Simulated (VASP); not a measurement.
CoO:

```xyz
2
Lattice="0.0000 2.1315 2.1315 2.1315 0.0000 2.1315 2.1315 2.1315 0.0000" Properties=species:S:1:pos:R:3 pbc="T T T"
Co    0.0000    0.0000    0.0000
O     2.1315    2.1315    2.1315
```

| Property | Result |
| --- | --- |
| Program | VASP 6.6.1 |
| Task | relaxation of cell and atoms |
| Functional | SCAN |
| Potentials or basis | VASP PAW PBE potentials, release 64 (Co, O) |
| Cutoff | 600 eV |
| k mesh | 8 × 8 × 8 |
| Occupations | fermi-dirac, width 0.05 eV |
| Spin | collinear spin, ferromagnetic start |
| Starting moments | [2.0, 0.0] μB |

At the start: pressure -8.2 GPa; volume 9.68 Å³/atom.

Q: Where does the relaxation end?

A: Over 4 steps the energy falls by 8.9 meV/atom and the volume is 9.27 Å³/atom (-4.3 %); space group Fm-3m (No. 225, to 0.05 Å); moment 2.94 μB per cell.

Step by step:
| step | energy change (eV) | largest force (eV/Å) | pressure (GPa) | volume (Å³) |
| --- | --- | --- | --- | --- |
| 1 | 0.0000 | 0.0000 | -8.22 | 19.37 |
| 2 | -0.0041 | 0.0000 | 6.14 | 18.01 |
| 3 | -0.0179 | 0.0000 | -1.45 | 18.67 |
| 4 | -0.0177 | 0.0000 | -0.06 | 18.54 |

Final structure:
```
CELL_PARAMETERS angstrom
0.00000 2.10070 2.10070
2.10070 0.00000 2.10070
2.10070 2.10070 0.00000
ATOMIC_POSITIONS crystal
Co 0.00000 0.00000 0.00000
O 0.50000 0.50000 0.50000
```

Caveat: the PAW data sets were made with another functional, which shifts forces and pressure a little; a cell with one magnetic atom can't hold antiferromagnetic order, which such compounds often take.
